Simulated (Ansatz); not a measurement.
# CdSe: the crystal squeezed far

One table from this session's results is given with a row withheld; the runs are named, their logs left out.

Method: DFT PBEsol, with the methods named in each step, in Ansatz 0.2.0.

### The starting structure

Symmetry: Fm-3m, No. 225, cubic system. The conventional cell has a = 5.379 Å, b = 5.379 Å, c = 5.379 Å, α = 90.00°, β = 90.00°, γ = 90.00°. Cd (site symmetry m-3m) has 6 Se at 2.69 Å as nearest neighbours. Se (site symmetry m-3m) is surrounded by 6 Cd at 2.69 Å.

Structure file:

```cif
data_structure
_symmetry_space_group_name_H-M 'P 1'
_symmetry_Int_Tables_number 1
_cell_length_a 3.8032
_cell_length_b 3.8032
_cell_length_c 3.8032
_cell_angle_alpha 60.000
_cell_angle_beta 60.000
_cell_angle_gamma 60.000
_cell_volume 38.90
loop_
_atom_site_label
_atom_site_type_symbol
_atom_site_fract_x
_atom_site_fract_y
_atom_site_fract_z
_atom_site_occupancy
Cd1 Cd 0.00000 0.00000 0.00000 1
Se1 Se 0.50000 0.50000 0.50000 1
```

Whether this phase is the stable one at these pressures isn't tested.

Atoms are numbered in the order of the input: Cd1, Se2.

The first run:

File input.yaml:

```yaml
crystal:
  lattice:
    - [0.0, 2.6892810254, 2.6892810254]
    - [2.6892810254, 0.0, 2.6892810254]
    - [2.6892810254, 2.6892810254, 0.0]
  atoms:
    - { symbol: Cd, position: [0.0, 0.0, 0.0] }
    - { symbol: Se, position: [0.5, 0.5, 0.5] }
kpoints:
  mp_grid: { grid: [12, 12, 12] }
scf:
  occupations: { method: fermi_dirac, width: 0.05 }
hamiltonian:
  xc: pbesol
  pseudopotentials: { kind: paw }
output:
  forces: true
  stress: true
  write_density: true
  write_potential: true
  elf: true
  volumetric_format: npy
relax:
  f_tol: 0.005
  max_steps: 40
  cell: {}
```

Run with:

```bash
ansatz run input.yaml --threads 1 --pin off --max-ram 2048MiB --backend cpu --events-out ev --progress --plain --runs-dir out
```

Among the steps run: Cell relaxed at zero pressure, PAW; Volume scaled by 1, PAW; Volume scaled by 0.94, PAW; Volume scaled by 0.88, PAW; Volume scaled by 0.8, PAW; Volume scaled by 0.72, PAW; Volume scaled by 0.64, PAW; Volume scaled by 0.55, PAW; Volume scaled by 0.55, PAW (level accurate).

One table of the session follows, with a row left open; its other results are not shown here.

| method | volume over the first | volume (Å³/atom) | pressure (GPa) |
| --- | --- | --- | --- |
| PAW | 1 | 22.281 | -0.02 |
| PAW | 0.94 | 20.944 | 5.08 |
| PAW | 0.88 | ? | ? |
| PAW | 0.8 | 17.825 | 27.02 |
| PAW | 0.72 | 16.042 | 51.16 |
| PAW | 0.64 | 14.260 | 91.97 |
| PAW | 0.55 | 12.254 | 176.26 |
| PAW (level accurate) | 0.55 | 12.254 | 176.38 |

Estimate the missing values for PAW, 0.88.

**Answer.** volume (Å³/atom): 19.607; pressure (GPa): 12.32. In the column «volume (Å³/atom)» it lies between PAW, 0.8 (17.825) and PAW, 0.94 (20.944).
